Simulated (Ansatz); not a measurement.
## Au: density of states with r2SCAN+D3(BJ)

The system is Au.

```
CELL_PARAMETERS angstrom
2.90000 0.00000 0.00000
-1.45000 2.51147 0.00000
0.00000 0.00000 4.88000
ATOMIC_POSITIONS crystal
Au 0.66667 0.33333 0.25000
Au 0.33333 0.66667 0.75000
```

This isn't the form of Au at room conditions, which is fcc.

| Property | Result |
| --- | --- |
| Program | Ansatz 0.2.0 |
| Task | density of states |
| Functional | r2SCAN |
| Dispersion | D3(BJ) |
| Potentials or basis | Ansatz PAW |
| Cutoff | 500 eV (not typed: the program's choice for these potentials) |
| k mesh | 11 × 11 × 6 |
| Occupations | tetrahedron |
| Spin | no spin polarisation |

| Property | Result |
| --- | --- |
| Pressure | -4.5 GPa |
| Band gap on the k mesh | none (metal or under the smearing width) |
| Density of states at the Fermi level | 0.59 states/eV per cell |

Stress tensor (GPa, compression positive):
```
-4.44  0.00  0.00
 0.00 -4.44  0.00
 0.00  0.00 -4.76
```

Levels at points of the mesh, in eV from the Fermi level:
```
            k point  band 15  band 16  band 17  band 18  band 19  band 20  band 21  band 22  band 23  band 24
 (0.00, 0.00, 0.00)    -4.39    -3.72    -3.72    -2.42    -2.42    -0.83     2.49    15.27    16.26    17.35
(0.00, 0.00, -0.50)    -4.71    -4.71    -2.86    -2.86    -2.86    -2.86    10.76    10.76    15.51    15.51
```

States per cell in windows of 0.5 eV (zero at the Fermi level; states under -8 eV left out):
| from (eV) | total |
| --- | --- |
| -8.0 | 0.17 |
| -7.5 | 0.37 |
| -7.0 | 1.33 |
| -6.5 | 1.62 |
| -6.0 | 1.89 |
| -5.5 | 1.91 |
| -5.0 | 2.26 |
| -4.5 | 2.54 |
| -4.0 | 2.01 |
| -3.5 | 1.68 |
| -3.0 | 1.90 |
| -2.5 | 2.75 |
| -2.0 | 0.48 |
| -1.5 | 0.27 |
| -1.0 | 0.27 |
| -0.5 | 0.28 |
| 0.0 | 0.29 |
| 0.5 | 0.27 |
| 1.0 | 0.25 |
| 1.5 | 0.27 |
| 2.0 | 0.29 |
| 2.5 | 0.28 |
| 3.0 | 0.25 |
| 3.5 | 0.20 |
| 4.0 | 0.29 |
| 4.5 | 0.37 |
| 5.0 | 0.41 |
| 5.5 | 0.35 |
| 6.0 | 0.28 |
| 6.5 | 0.34 |
| 7.0 | 0.39 |
| 7.5 | 0.30 |

Run time: 5.8 s on 2 threads of Arm Neoverse V2 (shared host), peak memory 0.42 GiB.

Caveat: pairwise dispersion overbinds metals, which lowers pressure and volume; the PAW data sets come from PBE, with cores solved anew for the run's functional, which leaves a small shift of forces and pressure; with tetrahedron occupations forces and stress needn't match the slope of the energy; the dispersion damping was fitted for another functional or another form of the correction. The run has no spin-orbit coupling, so splittings on Au are missing.
